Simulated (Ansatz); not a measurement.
# Quasi-harmonic thermodynamics of BeTe (F-43m)

Aim: the lattice, expansion, heat capacity and bulk modulus of BeTe as it warms.

Experimental results on record:
- bulk modulus 67 GPa near room temperature (given in “High-Throughput Prediction of Finite-Temperature Properties using the Quasi-Harmonic Approximation”, 2016, arXiv:1603.06924)

Method: DFT RPBE, scalar-relativistic, plane waves, PAW, in Ansatz 0.2.0.

The database entry behind the starting cell differs from later determinations by our own check (an axis about 1.5 % short against later determinations), so it need not match the best structure at ambient conditions.

## 1. The structure

The structure is cubic, space group F-43m (No. 216). Conventional cell: a = 5.540 Å, b = 5.540 Å, c = 5.540 Å, α = 90.00°, β = 90.00°, γ = 90.00°. Nearest to Be lie 4 Te at 2.40 Å. Te has 4 Be at 2.40 Å nearest. Farther neighbours and most contacts between anions are not listed.

## 2. Probe on a coarse mesh

Before spending time, one coarse run tells the gap and the pressure of the starting cell.

Contents of input.yaml:

```yaml
crystal:
  lattice:
    - [0.0, 2.77, 2.77]
    - [2.77, 0.0, 2.77]
    - [2.77, 2.77, 0.0]
  atoms:
    - { symbol: Be, position: [0.0, 0.0, 0.0] }
    - { symbol: Te, position: [0.25, 0.25, 0.25] }
kpoints:
  mp_grid: { grid: [6, 6, 6] }
hamiltonian:
  xc: rpbe
scf:
  occupations: { method: gaussian, width: 0.1 }
output:
  forces: true
  stress: true
  eigenvalues: true
```

Run with:

```sh
> ansatz run input.yaml --threads 2 --pin off --max-ram 5120MiB --backend cpu --events-out ev --progress --plain --runs-dir out
```

Numbers of over 12 decimals in the logs are rounded to 6 here.

The log of the run:

```text
Engine: ansatz 0.2.0, aarch64-unknown-linux-gnu
Pseudopotentials: kind: paw
Pseudopotential: Be, paw, valence charge 2, recommended cutoff 420 eV (normal), Be.paw.azcp
Pseudopotential: Te, paw, valence charge 16, recommended cutoff 420 eV (normal), Te.paw.azcp
Functional definition: RPBE
  parameter kappa = 0.804
  parameter beta = 0.066725
  exchange = rpbe_x(kappa = kappa, mu = beta*pi^2/3)
  correlation = pbe_c(beta = beta)
Crystal: 2 atoms, lattice volume = 42.508 Å³
Basis set: ecut = 420 eV, 869 PW (Γ), exchange–correlation on 54×54×54 points (8 copies of the dense FFT grid, shifted against one another)
Bands: 13, of which v1, the nominal top of the filled ones, is band 9 counted from 1 (8 counted from 0)
Symmetry: 24 space group operations
Space group: F-43m (ITA 216), of the structure as read, at distance tolerance 3.5e-5 Å
k-points: 16 of 216 (time reversal used)
Non-local potential: Be, projectors of the file, l = 0: 2, l = 1: 2, l = 2: 1
Non-local potential: Te, projectors of the file, l = 0: 2, l = 1: 2, l = 2: 2, l = 3: 2
PAW form: soft (Blöchl's): semilocal exchange-correlation on the pseudo side does not see the compensation charge
PAW frozen core: Be, regenerated for the run's functional, and the local potential with it (the file was generated under x = pbe(κ = 0.804, μ = 0.219515), c = pbe(β = 0.066725))
PAW frozen core: Te, regenerated for the run's functional, and the local potential with it (the file was generated under x = pbe(κ = 0.804, μ = 0.219515), c = pbe(β = 0.066725))
PAW one-centre angular grid: Be, 110 points (default); XC on 64 Gauss nodes
PAW one-centre angular grid: Te, 590 points (default); XC on 64 Gauss nodes
Initial density: superposition of atomic densities (neutral atoms: chi_scale 0, normalization atom), corrected by the library's trained network
Initial wavefunctions: pseudopotential atomic-orbital guess
Functional: x = rpbe, c = pbe(β = 0.066725)
SCF iter   1: F=—  HF=-7083.168267 eV  |F-HF|=—  |Δ(HF+E_count)|=         —  Δρ=1.69e-3  dr2=8.30e-4  ethr=1.77e-3  ⟨swp⟩=6.0  Hψ=1278  notcnv=0
preconditioner: auto → none  [insulator: Δε(μ)=1.940 eV  Ē_g=10.603 eV  σ=0.100 eV  W_gap=1.00  n_scr=14 (ndim 8)  ℏωp=16.1 eV  f_vac=0.007  D(μ)=0.00/eV (n_scr^D=0)  ε∞_Penn≈3.3]
SCF iter   2: F=—  HF=-7083.168326 eV  |F-HF|=—  |Δ(HF+E_count)|=   5.87e-5  Δρ=8.28e-4  dr2=2.98e-4  ethr=4.61e-6  ⟨swp⟩=2.2  Hψ=480  notcnv=0
SCF iter   3: F=—  HF=-7083.168329 eV  |F-HF|=—  |Δ(HF+E_count)|=   3.39e-6  Δρ=4.41e-4  dr2=4.86e-5  ethr=1.65e-6  ⟨swp⟩=2.8  Hψ=354  notcnv=0
SCF iter   4: F=—  HF=-7083.168444 eV  |F-HF|=—  |Δ(HF+E_count)|=   1.15e-4  Δρ=1.04e-4  dr2=6.82e-6  ethr=2.70e-7  ⟨swp⟩=3.0  Hψ=352  notcnv=0
SCF iter   5: F=—  HF=-7083.168442 eV  |F-HF|=—  |Δ(HF+E_count)|=   2.29e-6  Δρ=2.94e-5  dr2=5.30e-7  ethr=3.79e-8  ⟨swp⟩=3.0  Hψ=354  notcnv=0
SCF iter   6: F=-7083.168442 eV  HF=-7083.168442 eV  |F-HF|=3.13e-10  |Δ(HF+E_count)|=   1.55e-7  Δρ=2.22e-6  dr2=3.76e-9  ethr=5.56e-10  ⟨swp⟩=6.6  Hψ=1038  notcnv=0
SCF 1 converged in 6 iterations: F = -7083.168442 eV  dr2 = 3.76e-9
  greatest PAW one-centre occupation: 0.997 electrons in one spin orbital (limit 2), on the Te atom at site 1 (counted from 0), in its partial waves of l = 2
SCF converged after 6 iterations
Free energy (F): -7083.168442 eV
Harris-Foulkes:  -7083.168442 eV  (|F-HF|=3.13e-10)
Internal energy: -7083.168442 eV  (E = F + TS)
E sigma→0 (E₀):  -7083.168442 eV
Fermi energy:    9.161961 eV
--- Per-component energies (eV) ---
  E_band       = -256.696279
  E_kinetic    = 200.922146
  E_local      = -1326.168180  (includes V_loc(G=0)·N_el)
  E_nonlocal   = -306.042273
  E_hartree    = 840.684142
  E_xc         = -144.090130
  E_vxc        = -124.687575  (∫ρ·V_xc dr)
  E_paw        = -4732.512694  (= ΣΔE_a)
  E_vpaw       = -382.088768  (= ΣTr[D̂ρ^β])
  E_aug_tail   = -0.000209  (compensation charges beyond the density's cutoff)
  E_ewald      = -1615.915793
  E_core_change = -0.045450  (= ΣΔE_core)
  E_smearing   = -0.000000  (= −TS)
  E_closure    = -0.000000  (closes the sum)
  Σ components = -7083.168442   (vs F -7083.168442, Δ=0.00e0)
--- Forces (eV/Å), atoms counted from 1 ---
  atom   1  Be     0.00000000    -0.00000000    -0.00000000
  atom   2  Te     0.00000000    -0.00000000     0.00000000
  max |Σ_I F_I| component: 3.17e-16 eV/Å
--- Stress (GPa, compression-positive) ---
        6.029547      -0.000000      -0.000000
       -0.000000       6.029547       0.000000
       -0.000000       0.000000       6.029547
  P = ⅓ Tr σ = 6.0295 GPa (60.295 kbar)
--- Band table (eV; the first three rows and the last of 16) ---
  k-point 0: bands = [... 5 lower, -4.4272, 8.1871, 8.1871, 8.1871, 11.7950, 11.7950, 11.7950, 12.4771]
  k-point 1: bands = [... 5 lower, -4.1492, 6.1082, 7.7758, 7.7758, 11.8115, 12.3766, 12.3766, 14.3476]
  k-point 2: bands = [... 5 lower, -3.4449, 3.5100, 7.1980, 7.1980, 11.5583, 12.8467, 12.8467, 16.1688]
  k-point 15: bands = [... 5 lower, -2.3816, 3.1615, 4.5827, 4.8936, 11.9641, 12.5095, 15.7782, 16.0620]
```

Elapsed: 0.58 s, on 2 threads of Arm Neoverse V2, shared host; peak memory 0.27 GiB; 1 s of CPU time.

The column dr2 measures how far the density is from self-consistency, as an energy; F and HF (Harris–Foulkes) agree once it is small.

This step gave:

```yaml
pressure: 6.030 GPa
gap_on_the_k_mesh: 1.950 eV
volume_per_atom: 21.25 Å³
```

The start is under 6.0 GPa at this level and looks like an insulator or semiconductor on this mesh.

## 3. Relaxation

Phonons are second derivatives about a minimum, so cell and atoms are relaxed first, inside the symmetry of the start.

input.yaml, the sections that differ from step 2:

```yaml
kpoints:
  mp_grid: { grid: [8, 8, 8] }
scf:
  occupations: { method: gaussian, width: 0.02 }
relax:
  adjacent_minimum: "off"
  f_tol: 0.005
  max_steps: 80
  cell: { stress_tol: 0.05 }
# crystal, hamiltonian, output: as in step 2
```

The log of the run:

```text
[...]
Crystal: 2 atoms, lattice volume = 42.508 Å³
Basis set: ecut = 420 eV, 869 PW (Γ), exchange–correlation on 54×54×54 points (8 copies of the dense FFT grid, shifted against one another)
Bands: 13, of which v1, the nominal top of the filled ones, is band 9 counted from 1 (8 counted from 0)
Symmetry: 24 space group operations
[...]
k-points: 29 of 512 (time reversal used)
[...]
SCF iter   1: F=—  HF=-7083.174434 eV  |F-HF|=—  |Δ(HF+E_count)|=         —  Δρ=1.67e-3  dr2=7.67e-4  ethr=1.77e-3  ⟨swp⟩=6.8  Hψ=2450  notcnv=0
[...]
SCF iter   6: F=-7083.174568 eV  HF=-7083.174568 eV  |F-HF|=2.80e-10  |Δ(HF+E_count)|=   2.19e-7  Δρ=2.26e-6  dr2=2.48e-9  ethr=5.56e-10  ⟨swp⟩=3.0  Hψ=1547  notcnv=0
SCF 1 converged in 6 iterations: F = -7083.174568 eV  dr2 = 2.48e-9
[...]
relax step   1: F+E_penalty+E_count = -7083.17456771 eV  Δ(F+E_penalty+E_count) = +0.000e0 eV  max|allowed force component| = 1.399e-16 eV/Å  Δτ_max = 0.0000 Å  P = +5.983 GPa  Ω = 42.508 Å³  (6 SCF iters, dr2 threshold 1.00e-7 eV, accepted)
Crystal: 2 atoms, lattice volume = 47.886 Å³
Basis set: ecut = 420 eV, 941 PW (Γ), exchange–correlation on 54×54×54 points (8 copies of the dense FFT grid, shifted against one another)
[...]
iter 1 solved again at ethr=3.21e-4 eV; its pass at ethr=3.10e-3 eV (dr2=5.78e-2 eV) is discarded
[...]
SCF iter   6: F=-7083.241368 eV  HF=-7083.241368 eV  |F-HF|=1.36e-8  |Δ(HF+E_count)|=   2.14e-6  Δρ=2.09e-6  dr2=1.46e-9  ethr=1.11e-9  ⟨swp⟩=7.0  Hψ=1984  notcnv=0
SCF 2 converged in 6 iterations: F = -7083.241368 eV  dr2 = 1.46e-9
relax step   2: F+E_penalty+E_count = -7083.24136819 eV  Δ(F+E_penalty+E_count) = -6.680e-2 eV  max|allowed force component| = 5.985e-17 eV/Å  Δτ_max = 0.0000 Å  P = -1.259 GPa  Ω = 47.886 Å³  energy of the carried Pulay correction = -8.168e-4 eV  (6 SCF iters, dr2 threshold 2.00e-7 eV, accepted)
Crystal: 2 atoms, lattice volume = 46.855 Å³
[...]
SCF iter   5: F=-7083.246190 eV  HF=-7083.246190 eV  |F-HF|=1.62e-8  |Δ(HF+E_count)|=   1.04e-6  Δρ=4.11e-6  dr2=4.57e-9  ethr=1.11e-9  ⟨swp⟩=6.7  Hψ=1907  notcnv=0
SCF 3 converged in 5 iterations: F = -7083.246190 eV  dr2 = 4.57e-9
relax step   3: F+E_penalty+E_count = -7083.24619042 eV  Δ(F+E_penalty+E_count) = -4.822e-3 eV  max|allowed force component| = 4.395e-17 eV/Å  Δτ_max = 0.0000 Å  P = -0.174 GPa  Ω = 46.855 Å³  energy of the carried Pulay correction = -6.679e-4 eV  (5 SCF iters, dr2 threshold 2.00e-7 eV, accepted)
[...]
relax step   4: F+E_penalty+E_count = -7083.24629888 eV  Δ(F+E_penalty+E_count) = -1.085e-4 eV  max|allowed force component| = 6.216e-17 eV/Å  Δτ_max = 0.0000 Å  P = +0.007 GPa  Ω = 46.694 Å³  energy of the carried Pulay correction = -6.443e-4 eV  (4 SCF iters, dr2 threshold 7.58e-8 eV, accepted)
Basis set: ecut = 420 eV, 941 PW (Γ), exchange–correlation on 60×60×60 points (8 copies of the dense FFT grid, shifted against one another)
[...]
SCF iter   6: F=-7083.247006 eV  HF=-7083.247006 eV  |F-HF|=1.28e-10  |Δ(HF+E_count)|=  5.78e-10  Δρ=1.53e-7  dr2=1.35e-11  ethr=1.00e-12  ⟨swp⟩=7.4  Hψ=1775  notcnv=0
SCF 5 converged in 6 iterations: F = -7083.247006 eV  dr2 = 1.35e-11
relax step   5: F+E_penalty+E_count = -7083.24700609 eV  Δ(F+E_penalty+E_count) = -7.072e-4 eV  max|allowed force component| = 3.816e-17 eV/Å  Δτ_max = 0.0000 Å  P = +0.012 GPa  Ω = 46.694 Å³  stress off target by 1.20e-2 GPa  SCF on the basis re-selected at this cell (its energy is not comparable with the rows above)  (6 SCF iters)
basis re-selected at this cell: Δ(F+E_penalty+E_count) = -7.072e-4 eV, ΔP = +0.005 GPa vs the last step (what re-selecting the basis moved, of the pressure what is left beyond the Pulay correction that the steps carried, after the strain that the cell walked since its last selection, with what the two solves' SCF thresholds leave and, on support functions, any second-order correction that the steps lacked; it is no measure of the basis error at this ecutwfc). The dense FFT grid was sized anew with the basis: this SCF ran on 30×30×30 points, the steps before it on 27×27×27, so part of this shift can come from that change (see relax.cell in the input reference). [rest of the remark cut]
SCF converged after 6 iterations
Free energy (F): -7083.247006 eV
[...]
Internal energy: -7083.247006 eV  (E = F + TS)
E sigma→0 (E₀):  -7083.247006 eV
Fermi energy:    8.011331 eV
[...]
--- Stress (GPa, compression-positive) ---
        0.011983       0.000000       0.000000
       -0.000000       0.011983      -0.000000
        0.000000       0.000000       0.011983
  P = ⅓ Tr σ = 0.0120 GPa (0.120 kbar)
--- Band table (eV; the first three rows and the last of 29) ---
  k-point 0: bands = [... 5 lower, -5.0733, 6.9150, 6.9150, 6.9150, 10.5169, 10.6032, 10.6032, 10.6032]
  k-point 1: bands = [... 5 lower, -4.9353, 5.6688, 6.6999, 6.6999, 10.4348, 10.9256, 10.9256, 11.8509]
  k-point 2: bands = [... 5 lower, -4.5569, 3.7656, 6.2916, 6.2916, 10.1933, 11.4404, 11.4404, 13.8053]
  k-point 28: bands = [... 5 lower, -3.3604, 2.5173, 3.4815, 3.9453, 12.2859, 12.4536, 12.6016, 12.9474]
--- Relaxed structure (4 steps of the walk, 4 accepted, 1 SCFs on fresh bases) ---
  F+E_penalty+E_count = -7083.24700609 eV   max|allowed force component| = 3.816e-17 eV/Å   (the final SCF, on the basis selected at the relaxed cell)
  cell:  # Å, volume = 46.6942 Å³
    - [0, 2.858102, 2.858102]
    - [2.858102, 0, 2.858102]
    - [2.858102, 2.858102, 0]
  atoms:
    - { symbol: Be, position: [0, 0, 0] }
    - { symbol: Te, position: [0.250000, 0.250000, 0.250000] }
```

The job ended after 4.6 s (2 threads; peak memory 0.32 GiB; 8.7 s of CPU time).

Relaxation path:

| step | energy less that of the first step (eV) | largest force component (eV/Å) | pressure (GPa) | volume (Å³) |
| --- | --- | --- | --- | --- |
| 1 | 0.0000 | 0.0000 | 5.98 | 42.51 |
| 2 | -0.0668 | 0.0000 | -1.26 | 47.89 |
| 3 | -0.0716 | 0.0000 | -0.17 | 46.86 |
| 4 | -0.0717 | 0.0000 | 0.01 | 46.69 |
| 5* | -0.0724 | 0.0000 | 0.01 | 46.69 |

Relaxation steps marked * repeat the geometry before them on a plane-wave basis chosen anew for their cell, so energy and pressure can jump there.

The run keeps the 24 symmetry operations that it works with, so distortions that break them were not tested.

| conventional cell, symmetrised | before | after | change |
| --- | --- | --- | --- |
| a (Å) | 5.540 | 5.716 | +3.2 % |
| b (Å) | 5.540 | 5.716 | +3.2 % |
| c (Å) | 5.540 | 5.716 | +3.2 % |
| volume (Å³/atom) | 21.25 | 23.35 | +9.8 % |

Final coordinates:

```cif
data_structure
_symmetry_space_group_name_H-M 'P 1'
_symmetry_Int_Tables_number 1
_cell_length_a 4.0420
_cell_length_b 4.0420
_cell_length_c 4.0420
_cell_angle_alpha 60.000
_cell_angle_beta 60.000
_cell_angle_gamma 60.000
_cell_volume 46.69
loop_
_atom_site_label
_atom_site_type_symbol
_atom_site_fract_x
_atom_site_fract_y
_atom_site_fract_z
_atom_site_occupancy
Be1 Be 0.00000 0.00000 0.00000 1
Te2 Te 0.25000 0.25000 0.25000 1
```

Numbers from this step:

```
pressure          : 0.01198 GPa
gap on the k-mesh : 2.193 eV
volume per atom   : 23.35 Å³
```

The relaxation ends with a pressure of 0.01 GPa.

## 4. A second relaxation

The relaxation is run once more from where the first one ended, as the script does after a large change of volume or of the gap, with mesh and occupations reviewed.

input.yaml, as its differences from that of step 3:

```diff
@@ -2,5 +2,5 @@
   lattice:
-    - [0.0, 2.77, 2.77]
-    - [2.77, 0.0, 2.77]
-    - [2.77, 2.77, 0.0]
+    - [0.0, 2.8581015042, 2.8581015042]
+    - [2.8581015042, 0.0, 2.8581015042]
+    - [2.8581015042, 2.8581015042, 0.0]
   atoms:
```

The log of the run:

```text
[...]
Crystal: 2 atoms, lattice volume = 46.694 Å³
Basis set: ecut = 420 eV, 941 PW (Γ), exchange–correlation on 60×60×60 points (8 copies of the dense FFT grid, shifted against one another)
Bands: 13, of which v1, the nominal top of the filled ones, is band 9 counted from 1 (8 counted from 0)
Symmetry: 24 space group operations
[...]
k-points: 29 of 512 (time reversal used)
[...]
k-point 28: bands = [... 5 lower, -3.3604, 2.5173, 3.4815, 3.9453, 12.2859, 12.4536, 12.6016, 12.9474]
--- Relaxed structure (1 steps of the walk, 1 accepted, 1 SCFs on fresh bases) ---
[...]
cell:  # Å, volume = 46.6942 Å³
    - [0.0, 2.8581015042, 2.8581015042]
    - [2.8581015042, 0.0, 2.8581015042]
    - [2.8581015042, 2.8581015042, 0.0]
  atoms:
    - { symbol: Be, position: [0.0, 0.0, 0.0] }
    - { symbol: Te, position: [0.25, 0.25, 0.25] }
[key lines of the parts left out:]
SCF converged after 4 iterations
Free energy (F): -7083.247006 eV
Fermi energy:    8.011324 eV
P = ⅓ Tr σ = 0.0120 GPa (0.120 kbar)
```

The job ended after 2.5 s (2 threads; peak memory 0.31 GiB).

Little changed from the start: no atom moved by 0.005 Å and no cell edge by 0.1 %.

This step gave:

```yaml
pressure: 0.01200 GPa
```

## 5. Relaxing to small residual forces and stress

The thresholds are tightened for a last relaxation ahead of the phonons, and where mesh or smearing change with them the cell follows.

input.yaml, the sections that differ from step 4:

```yaml
scf:
  occupations: { method: fixed }
relax:
  adjacent_minimum: "off"
  f_tol: 0.001
  max_steps: 60
  cell: { stress_tol: 0.01 }
# crystal, kpoints, hamiltonian, output: as in step 4
```

The log of the run:

```text
[...]
Crystal: 2 atoms, lattice volume = 46.694 Å³
Basis set: ecut = 420 eV, 941 PW (Γ), exchange–correlation on 60×60×60 points (8 copies of the dense FFT grid, shifted against one another)
Bands: 13, of which v1, the nominal top of the filled ones, is band 9 counted from 1 (8 counted from 0)
Symmetry: 24 space group operations
[...]
k-points: 29 of 512 (time reversal used)
[...]
k-point 28: bands = [... 5 lower, -3.3636, 2.5145, 3.4790, 3.9427, 12.2816, 12.4487, 12.5977, 12.9420]
--- Relaxed structure (2 steps of the walk, 2 accepted, 1 SCFs on fresh bases) ---
[...]
cell:  # Å, volume = 46.7090 Å³
    - [0, 2.858404, 2.858404]
    - [2.858404, 0, 2.858404]
    - [2.858404, 2.858404, 0]
  atoms:
    - { symbol: Be, position: [0, 0, 0] }
    - { symbol: Te, position: [0.25, 0.25, 0.25] }
[key lines of the parts left out:]
SCF converged after 5 iterations
Free energy (F): -7083.247007 eV
Fermi energy:    6.910934 eV
P = ⅓ Tr σ = -0.0048 GPa (-0.048 kbar)
```

Elapsed: 2.8 s, on 2 threads; peak memory 0.31 GiB; 5.2 s of CPU time.

Little changed from the start: no atom moved by 0.005 Å and no cell edge by 0.1 %.

This step gave:

* pressure: -0.004753 GPa

The residual pressure is -0.0048 GPa, small enough for phonons.

## 6. An input with a fault

This input was changed on purpose, to see how the program answers.

Contents of input.yaml:

```yaml
crystal:
  lattice:
    - [0.0, 2.8584041498, 2.8584041498]
    - [2.8584041498, 0.0, 2.8584041498]
    - [2.8584041498, 2.8584041498, 0.0]
  atoms:
    - { symbol: Be, position: [0.0, 0.0, 0.0] }
    - { symbol: Te, position: [0.25, 0.25, 0.25] }
kpoints:
  mp_grid: { grid: [8, 8, 8] }
hamiltonian:
  xc: rpbe
scf:
  occupations: { method: fixed }
  max_iter: 60
output:
  eigenvalues: true
phonons:
  supercell: [2, 2, 2]
  qmesh: [4, 4, 4]
  thermal_expansion: {}
```

The log of the run:

```text
Error: invalid value for `phonons.qmesh`: set beside supercell — each asks for the run's force constants: supercell solves them in one diagonal repeat, and qmesh at the wavevectors of a mesh, each in its own smallest supercell; remove one of the two (the mesh that the density of states and the thermodynamic sums are integrated on is interpolated_qmesh)
```

Wall time 0.01 s (2 threads); peak memory 0.05 GiB.

The program refused the input before any cycle.

The program's message: “Error: invalid value for `phonons.qmesh`: set beside supercell — each asks for the run's force constants: supercell solves them in one diagonal repeat, and qmesh at the wavevectors of a mesh, each in …”

The fault put into the input: a supercell and a q mesh together.

(Continued in part 2 of 3.)

[Logs are printed without paths, hosts, clocks, repeated set-up lines and the standing remarks that a program may print on its own settings, such as how far it seeks lower states.]

[Hosts, paths, dates, database ids (printed as entryN), source tags and the programs' standing remarks are cut or masked in the printed files.]

[A step with changed settings may run another functional than the one named; its input shows which.]
